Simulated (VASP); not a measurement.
# AlP (F-43m) in VASP: further runs

The runs below take AlP through single point, relaxation of cell and atoms, with PBE+D3(BJ).

Program: VASP 6.6.1. These are calculated values, not measurements. Logs are shortened: lines on timing, memory, paths and dates and some standing lists are left out, and cuts for length are marked.

**The experiment to reproduce.**

From a printed reference work, data compilation, for a bulk crystal of AlP at 4.2 K: band gap 2.505 eV (indirect).

The results are compared with them further down.

### Step 1. The cell of the first run

Symmetry: F-43m, No. 216, cubic system. Conventional cell: a = 5.452 Å, b = 5.452 Å, c = 5.452 Å, α = 90.00°, β = 90.00°, γ = 90.00°. Within 3.1 Å of Al (site symmetry -43m) lie 4 P at 2.36 Å. P (site symmetry -43m) has 4 Al at 2.36 Å within 3.1 Å.

### Step 2. Single point, PBE+D3(BJ)

Input file INCAR:

```
PREC     = Accurate       # precision mode
ENCUT    = 520            # plane-wave cutoff, eV
EDIFF    = 1E-6           # SCF threshold, eV
ISMEAR   = 0              # smearing method
SIGMA    = 0.02           # smearing width, eV
LREAL    = F              # projectors in reciprocal space
LASPH    = T              # aspherical terms in the spheres
NELM     = 100            # most SCF steps
ALGO     = Normal         # electronic algorithm
ISIF     = 2              # what is computed and relaxed
LWAVE    = F              # write WAVECAR
LCHARG   = F              # write CHGCAR
GGA      = PE             # functional
IVDW     = 12             # dispersion correction
NBANDS   = 11             # bands
```

Input file KPOINTS:

```
Automatic mesh
0
Gamma
  8 8 8
```

Input file POSCAR:

```
AlP
1.0
    0.0000000000      2.7259875109      2.7259875109
    2.7259875109      0.0000000000      2.7259875109
    2.7259875109      2.7259875109      0.0000000000
Al P
1 1
Direct
    0.0000000000      0.0000000000      0.0000000000
    0.7500000000      0.7500000000      0.7500000000
```

Potentials or basis: VASP PAW PBE potentials, release 64 (Al, P).

Launch:

```bash
> cat potpaw_PBE.64/Al/POTCAR potpaw_PBE.64/P/POTCAR > POTCAR
> mpirun -np 1 vasp_std > vasp.out
```

OUTCAR:

```text
PREC = Accurate
   ENCUT = 520
   EDIFF = 1E-6
   ISMEAR = 0
   LREAL = F
   LASPH = T
   NELM = 100
   ISIF = 2
   GGA = PE
   IVDW = 12
 IVDW          = 12

 ion  position               nearest neighbor table
   1  0.000  0.000  0.000-   2 2.36   2 2.36   2 2.36   2 2.36
   2  0.750  0.750  0.750-   1 2.36   1 2.36   1 2.36   1 2.36

  LATTYP: Found a face centered cubic cell.
 ALAT       =     5.4519750218

  Lattice vectors:

 A1 = (   0.0000000000,   2.7259875109,   2.7259875109)
 A2 = (   2.7259875109,   0.0000000000,   2.7259875109)
 A3 = (   2.7259875109,   2.7259875109,   0.0000000000)

Analysis of symmetry for initial positions (statically):
=====================================================================
 Subroutine PRICEL returns:
 Original cell was already a primitive cell.

 Routine SETGRP: Setting up the symmetry group for a
 face centered cubic supercell.

 Subroutine GETGRP returns: Found 24 space group operations
 (whereof 24 operations were pure point group operations)
 out of a pool of 48 trial point group operations.

The static configuration has the point symmetry T_d .

Analysis of symmetry for dynamics (positions and initial velocities):
=====================================================================
 Subroutine PRICEL returns:
 Original cell was already a primitive cell.

 Routine SETGRP: Setting up the symmetry group for a
 face centered cubic supercell.

 Subroutine GETGRP returns: Found 24 space group operations
 (whereof 24 operations were pure point group operations)
 out of a pool of 48 trial point group operations.

The dynamic configuration has the point symmetry T_d .

 Subroutine INISYM returns: Found 24 space group operations
 (whereof 24 operations are pure point group operations),
 and found     1 'primitive' translations

----------------------------------------------------------------------------------------

                                     Primitive cell

  volume of cell :      40.5137

  direct lattice vectors                    reciprocal lattice vectors
     0.000000000  2.725987511  2.725987511    -0.183419769  0.183419769  0.183419769
     2.725987511  0.000000000  2.725987511     0.183419769 -0.183419769  0.183419769
     2.725987511  2.725987511  0.000000000     0.183419769  0.183419769 -0.183419769

  length of vectors
     3.855128509  3.855128509  3.855128509     0.317692359  0.317692359  0.317692359

  position of ions in fractional coordinates (direct lattice)
     0.000000000  0.000000000  0.000000000
     0.750000000  0.750000000  0.750000000

  ion indices of the primitive-cell ions
   primitive index   ion index
                 1           1
                 2           2

----------------------------------------------------------------------------------------

 KPOINTS: Automatic mesh

Automatic generation of k-mesh.
 Grid dimensions read from file:
 generate k-points for:    8    8    8

 Generating k-lattice:

  Cartesian coordinates                     Fractional coordinates (reciprocal lattice)
    -0.022927471  0.022927471  0.022927471     0.125000000  0.000000000  0.000000000
     0.022927471 -0.022927471  0.022927471     0.000000000  0.125000000  0.000000000
     0.022927471  0.022927471 -0.022927471     0.000000000  0.000000000  0.125000000

  Length of vectors
     0.039711545  0.039711545  0.039711545

  Shift w.r.t. Gamma in fractional coordinates (k-lattice)
     0.000000000  0.000000000  0.000000000

 Subroutine IBZKPT returns following result:
 ===========================================

 Found     29 irreducible k-points:

 Following reciprocal coordinates:
            Coordinates               Weight
  0.000000  0.000000  0.000000      1.000000
  0.125000  0.000000  0.000000      8.000000
  0.250000  0.000000  0.000000      8.000000
  0.375000  0.000000  0.000000      8.000000
  0.500000  0.000000  0.000000      4.000000
  0.125000  0.125000  0.000000      6.000000
[... 16 lines left out ...]
  0.500000  0.250000  0.125000     48.000000
 -0.375000  0.250000  0.125000     24.000000
 [... further k-points ...]
   k-points           NKPTS =     29   k-points in BZ     NKDIM =     29   number of bands    NBANDS=     11
   number of dos      NEDOS =    301   number of ions     NIONS =      2
   total plane-waves  NPLWV =  27000
   dimension x,y,z NGX =    30 NGY =   30 NGZ =   30
   dimension x,y,z NGXF=    60 NGYF=   60 NGZF=   60
   ions per type =               1   1
   NGX,Y,Z   is equivalent  to a cutoff of  12.94, 12.94, 12.94 a.u.
   NGXF,Y,Z  is equivalent  to a cutoff of  25.87, 25.87, 25.87 a.u.
 SYSTEM =  unknown system
   PREC   = accura    normal or accurate (medium, high low for compatibility)
   ISTART =      0    job   : 0-new  1-cont  2-samecut
   ICHARG =      2    charge: 1-file 2-atom 10-const
   ISPIN  =      1    spin polarized calculation?
   LNONCOLLINEAR =      F non collinear calculations
   LSORBIT =      F    spin-orbit coupling
   LASPH  =      T    aspherical Exc in radial PAW
   ENCUT  =  520.0 eV  38.22 Ry    6.18 a.u.   7.17  7.17  7.17*2*pi/ulx,y,z
   NELM   =    100;   NELMIN=  2; NELMDL= -5     # of ELM steps
   EDIFF  = 0.1E-05   stopping-criterion for ELM
   LREAL  =      F    real-space projection
   EDIFFG = 0.1E-04   stopping-criterion for IOM
   NSW    =      0    number of steps for IOM
   IBRION =     -1    ionic relax: 0-MD 1-quasi-New 2-CG
   NFREE  =      0    steps in history (QN), initial steepest desc. (CG)
   ISIF   =      2    stress and relaxation
   ISYM   =      2    0-nonsym 1-usesym 2-fastsym
   POTIM  = 0.5000    time-step for ionic-motion
   TEBEG  =    0.0;   TEEND  =   0.0 temperature during run
   PSTRESS=    0.0 pullay stress
   NELECT =       8.0000    total number of electrons
   NUPDOWN=      -1.0000    fix difference up-down
   EMIN   =  10.00;   EMAX   =-10.00  energy-range for DOS
   EFERMI =   0.00;   METHOD = LEGACY
   ISMEAR =     0;   SIGMA  =   0.02  broadening in eV -4-tet -1-fermi 0-gaus
   EFERMI_NEDOS =   21; number of points for ismear=-14 and -15
   IALGO  =     38    algorithm
   IMIX   =      4    mixing-type and parameters
     AMIX     =   0.40;   BMIX     =  1.00
     AMIX_MAG =   1.60;   BMIX_MAG =  1.00
  volume/ion in A,a.u.               =      20.26       136.70
  Fermi-wavevector in a.u.,A,eV,Ry     =   0.953318  1.801509 12.365172  0.908815
  Thomas-Fermi vector in A             =   2.081962
   LORBIT       =      0    0 simple, 1 ext, 2 COOP (PROOUT), +10 PAW based schemes
   GGA     = PE    functional components
   LHFCALC =     F    Hartree Fock is set to
   AEXX    =    0.0000 exact exchange contribution
   IVDW    =    12    specifies the selected vdW correction
   LEPSILON=     F    determine dielectric tensor
   LRPA    =     F    only Hartree local field effects (RPA)
 non-spin polarized calculation
 Gauss-broadening in eV      SIGMA  =   0.02
  energy-cutoff  :      520.00
  volume of cell :       40.51
 maximum number of plane-waves:      1106
 NGX is ok and might be reduce to    30
   NGX = 15   NGY = 15   NGZ = 15

 number of electron       7.9999999 magnetization

 Free energy of the ion-electron system (eV)
  ---------------------------------------------------
  ext. energy  EPLUGINS =         0.00000000
  ---------------------------------------------------
  free energy    TOTEN  =       -10.36719744 eV

  energy without entropy =      -10.36719744  energy(sigma->0) =      -10.36719744

 E-fermi :   4.7860     XC(G=0):  -9.2260

 val. band max:        4.6208898040   @ k =   0.0000   0.0000   0.0000
 cond. band min:       6.1914847535   @ k =   0.5000   0.5000   0.0000
 fundamental gap:      1.5705949495
 Fermi energy:         4.7859722252

 k-point     1 :       0.0000    0.0000    0.0000
  band No.  band energies     occupation
      1      -6.9098      2.00000
      2       4.6209      2.00000
      3       4.6209      2.00000
      4       4.6209      2.00000
      5       7.9647      0.00000
      6       9.1887      0.00000
      7       9.1887      0.00000
      8       9.1887      0.00000
      9      13.4608      0.00000
     10      13.4608      0.00000
     11      14.9429      0.00000

 k-point     2 :       0.1250    0.0000    0.0000
  band No.  band energies     occupation
      1      -6.7366      2.00000
      2       3.3969      2.00000
      3       4.4721      2.00000
      4       4.4721      2.00000
      5       8.3613      0.00000
      6       9.4734      0.00000
      7       9.4734      0.00000
      8       9.7334      0.00000
      9      12.9711      0.00000
     10      12.9711      0.00000
     11      15.5742      0.00000

 k-point     3 :       0.2500    0.0000    0.0000
  band No.  band energies     occupation
      1      -6.2488      2.00000
      2       1.4399      2.00000
      3       4.1767      2.00000
      4       4.1767      2.00000
      5       7.9676      0.00000
      6       9.7783      0.00000
      7       9.7783      0.00000
      8      11.5869      0.00000
      9      12.9521      0.00000
     10      12.9521      0.00000
     11      15.0158      0.00000

 k-point     4 :       0.3750    0.0000    0.0000
  band No.  band energies     occupation
      1      -5.5925      2.00000
      2      -0.2098      2.00000
      3       3.9406      2.00000
      4       3.9406      2.00000
      5       7.5891      0.00000
      6       9.5858      0.00000
      7       9.5858      0.00000
      8      12.8107      0.00000
      9      14.3520      0.00000
     10      14.3520      0.00000
     11      15.2999      0.00000
[... 239 lines left out ...]
 k-point    22 :       0.3750    0.2500    0.1250
  band No.  band energies     occupation
      1      -5.8357      2.00000
      2       1.1177      2.00000
      3       2.7173      2.00000
      4       3.7040      2.00000
      5       8.4822      0.00000
      6       9.4726      0.00000
      7      10.0750      0.00000
      8      11.4520      0.00000
      9      12.9939      0.00000
     10      15.4446      0.00000
     11      17.5795      0.00000

 k-point    23 :       0.5000    0.2500    0.1250
  band No.  band energies     occupation
      1      -5.2344      2.00000
      2      -0.0003      2.00000
      3       2.1509      2.00000
      4       3.3188      2.00000
      5       8.5817      0.00000
      6       9.4305      0.00000
      7      10.6761      0.00000
      8      11.7482      0.00000
      9      14.1291      0.00000
     10      15.9991      0.00000
     11      17.4787      0.00000

 k-point    24 :      -0.3750    0.2500    0.1250
  band No.  band energies     occupation
      1      -4.9046      2.00000
      2      -0.5643      2.00000
      3       2.0168      2.00000
      4       3.1304      2.00000
      5       8.5777      0.00000
      6       9.1647      0.00000
      7      11.5296      0.00000
      8      12.3456      0.00000
      9      13.6462      0.00000
     10      16.1118      0.00000
     11      17.3944      0.00000

 [... further k-points ...]

------------------------ aborting loop because EDIFF is reached ----------------------------------------

 Edisp (eV)   -0.61910

 E8    (eV) :    -0.2563

  FORCE on cell =-STRESS in cart. coord.  units (eV):
  Direction    XX          YY          ZZ          XY          YZ          ZX
  --------------------------------------------------------------------------------------
  -------------------------------------------------------------------------------------
  Total      -0.02102    -0.02102    -0.02102    -0.00000     0.00000     0.00000
  in kB      -0.83136    -0.83136    -0.83136    -0.00000     0.00000     0.00000
  external pressure =       -0.83 kB  Pullay stress =        0.00 kB

 VOLUME and BASIS-vectors are now :
 -----------------------------------------------------------------------------
  energy-cutoff  :      520.00
  volume of cell :       40.51
      direct lattice vectors                 reciprocal lattice vectors
     0.000000000  2.725987511  2.725987511    -0.183419769  0.183419769  0.183419769
     2.725987511  0.000000000  2.725987511     0.183419769 -0.183419769  0.183419769
     2.725987511  2.725987511  0.000000000     0.183419769  0.183419769 -0.183419769

 POSITION                                       TOTAL-FORCE (eV/Angst)
 -----------------------------------------------------------------------------------
      0.00000      0.00000      0.00000         0.000000      0.000000      0.000000
      4.08898      4.08898      4.08898        -0.000000     -0.000000     -0.000000
 -----------------------------------------------------------------------------------
    total drift:                                0.000000      0.000000      0.000000

  FREE ENERGIE OF THE ION-ELECTRON SYSTEM (eV)
  ---------------------------------------------------
  free  energy   TOTEN  =       -10.9863006491 eV

  energy  without entropy=      -10.9863006491  energy(sigma->0) =      -10.98630065
```

Run time: 27 s. Hardware: 1 thread of Intel Xeon 8259CL, shared host; peak memory 0.17 GiB.

Results:

```
Free energy                : -10.9863 eV
Pressure                   : -0.1 GPa
Band gap on the k mesh     : 1.57 eV, indirect (least direct gap 3.34 eV)
Dispersion energy per atom : -0.310 eV
```

### Step 3. Relaxation of cell and atoms, PBE+D3(BJ)

Input file INCAR:

```
SYSTEM = AlP
PREC = Accurate
ENCUT = 600
EDIFF = 1E-6
ISMEAR = 0
SIGMA = 0.02
LREAL = .False.
LASPH = .True.
NELM = 80
ALGO = Normal
ISIF = 3
LWAVE = .False.
LCHARG = .False.
GGA = PE
IVDW = 12
IBRION = 2
NSW = 100
EDIFFG = -0.005
```

Input file KPOINTS:

```
Automatic mesh
0
Gamma
  8 8 8
  0 0 0
```

Input file POSCAR:

```
AlP
1.0
    0.0000000000      2.7255000000      2.7255000000
    2.7255000000      0.0000000000      2.7255000000
    2.7255000000      2.7255000000      0.0000000000
Al P
1 1
Direct
    0.0000000000      0.0000000000      0.0000000000
    0.7500000000      0.7500000000      0.7500000000
```

Potentials or basis: VASP PAW PBE potentials, release 64 (Al, P).

Launch:

```bash
> cat potpaw_PBE.64/Al/POTCAR potpaw_PBE.64/P/POTCAR > POTCAR
> mpirun -np 1 vasp_std > vasp.out
```

It took 22 s on 1 thread of Intel Xeon 8259CL, shared host; peak memory 0.18 GiB.

The run converged. Its results:

* Free energy: -10.9866 eV
* Pressure after relaxing: 0.0 GPa
* Band gap on the k mesh: 1.57 eV, indirect (least direct gap 3.35 eV)
* Dispersion energy per atom: -0.310 eV

Final structure:
```cif
data_structure
_symmetry_space_group_name_H-M 'P 1'
_symmetry_Int_Tables_number 1
_cell_length_a 3.8544
_cell_length_b 3.8544
_cell_length_c 3.8544
_cell_angle_alpha 60.000
_cell_angle_beta 60.000
_cell_angle_gamma 60.000
_cell_volume 40.49
loop_
_atom_site_label
_atom_site_type_symbol
_atom_site_fract_x
_atom_site_fract_y
_atom_site_fract_z
_atom_site_occupancy
Al1 Al 0.00000 0.00000 0.00000 1
P1 P 0.75000 0.75000 0.75000 1
```

Levels at points of the mesh, in eV from the valence-band top:
```csv
k point,band 1,band 2,band 3,band 4,band 5,band 6,band 7,band 8
"(0.00, 0.00, 0.00)",-11.53,0.00,0.00,0.00,3.35,4.57,4.57,4.57
"(0.50, 0.00, 0.00)",-9.84,-5.55,-0.77,-0.77,2.83,4.82,4.82,8.29
"(0.50, 0.50, 0.00)",-9.17,-5.32,-2.11,-2.11,1.57,2.47,11.12,11.12
```

Caveat: the relaxation stopped at its first step, so nothing moved. A k mesh can miss the band edges.

### Step 4. Single point, PBE+D3(BJ)

Input file INCAR:

```
PREC = Accurate ; ENCUT = 500
EDIFF = 1E-6 ; ISMEAR = 0
SIGMA = 0.1 ; LREAL = F
LASPH = T ; NELM = 120
ALGO = Normal ; ISIF = 2
LWAVE = F ; LCHARG = F
GGA = PE ; IVDW = 12
NBANDS = 11 ; GGA_COMPAT = F
```

Input file KPOINTS:

```
regular mesh
0
Gamma
  6 6 6
```

POSCAR is that of step 3.

Launch:

```bash
> cat potpaw_PBE.64/Al/POTCAR potpaw_PBE.64/P/POTCAR > POTCAR
> mpirun -np 1 vasp_std > vasp.out
```

Run time: 4.3 s. Hardware: 1 thread of AMD EPYC 9R45 (Zen 5), shared host; peak memory 0.13 GiB.

Results (log left out):

```
Free energy                : -10.9785 eV
Pressure                   : 0.0 GPa
Band gap on the k mesh     : 1.57 eV, indirect (least direct gap 3.35 eV)
Dispersion energy per atom : -0.310 eV
```

Levels at points of the mesh, in eV from the valence-band top:
```
           k point  band 1  band 2  band 3  band 4  band 5  band 6  band 7  band 8
(0.00, 0.00, 0.00)  -11.53    0.00    0.00    0.00    3.35    4.57    4.57    4.57
(0.50, 0.00, 0.00)   -9.84   -5.55   -0.77   -0.77    2.83    4.82    4.82    8.29
(0.50, 0.50, 0.00)   -9.17   -5.33   -2.11   -2.11    1.57    2.46   11.11   11.11
```

(Part 1 of 2 ends here.)
